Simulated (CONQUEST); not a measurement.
Ge under changes of volume

One of the cells (22.639 Å³/atom); the others are scaled copies at fixed shape and fractional positions:

```
Ge
1.0
     4.00068    0.00000    0.00000
     0.00000    4.00068    0.00000
     0.00000    0.00000    5.65782
Ge
4
Direct
  0.00000 0.50000 0.25000
  0.50000 0.00000 0.75000
  0.00000 0.00000 0.50000
  0.50000 0.50000 0.00000
```

| Quantity | Value |
| --- | --- |
| Program | CONQUEST 1.3 |
| Functional | PBEsol |
| Potentials or basis | PseudoDojo NC PBEsol, DZP, grid of 40 × 40 × 60 points |
| k mesh | 7 × 7 × 5 |
| Occupations | fermi-dirac, width 0.05 eV |
| Spin | no spin polarisation |

```tsv
volume (Å³/atom)	energy over the lowest point (meV/atom)	pressure (GPa)
21.281	31.70	6.4
21.733	16.15	4.4
22.186	?	?
22.639	1.33	1.2
23.092	0.00	-0.2
23.545	2.35	-1.6
23.997	8.93	-2.8
```

Question: What does the run at 22.186 Å³/atom give?

Answer: Energy over the lowest point 6.55 meV/atom; pressure 2.6 GPa.

Worked out: A Birch-Murnaghan fit of order 3 (a polynomial in V^(-2/3)) to the other rows has its minimum at 22.99 Å³/atom with B0 = V·E''(V) = 70 GPa and B' = 4.4. It gives 6.37 meV/atom at 22.186 Å³/atom, against the run's 6.55, and -dE/dV = 2.7 GPa, against 2.6.

Energies are extrapolated to zero smearing.

Caveats: the basis of atomic orbitals isn't converged, which shifts pressures, moduli and gaps; the real-space grid breaks the cell's symmetry a little (some runs).
